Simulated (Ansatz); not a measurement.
# BaO: the functional and the phonons

BaO in the rock-salt structure, in a typed cell, not relaxed.

```xyz
2
Lattice="0.0000 2.8000 2.8000 2.8000 0.0000 2.8000 2.8000 2.8000 0.0000" Properties=species:S:1:pos:R:3 pbc="T T T"
Ba    0.0000    0.0000    0.0000
O     2.8000    2.8000    2.8000
```

Method (Ansatz, development build): PBE; all-electron PAW datasets (no frozen core) at 520 eV; k mesh 6×6×6; fixed occupations; no spin. Phonons (linear response) are harmonic and in cm⁻¹; i marks an unstable mode. Zone-centre lists hold the optical modes without the non-analytic term.

Caveats: coarse k mesh.

At 21.95 Å³ an atom it gives top Γ mode (cm⁻¹) 59; lowest mode at X = [0.5, 0, 0.5] (cm⁻¹) 77; top mode at X = [0.5, 0, 0.5] (cm⁻¹) 189.

Problem. Repeat with r2SCAN in the same cell, on the same kind of potentials and mesh (r2SCAN by finite displacements). What changes?

Solution. 
| functional | cutoff (eV) | volume (Å³/atom) | top Γ mode (cm⁻¹) | lowest mode at X = [0.5, 0, 0.5] (cm⁻¹) | top mode at X = [0.5, 0, 0.5] (cm⁻¹) |
| --- | --- | --- | --- | --- | --- |
| r2SCAN in the same cell | 520 | 21.95 | 84 | 80 | 194 |
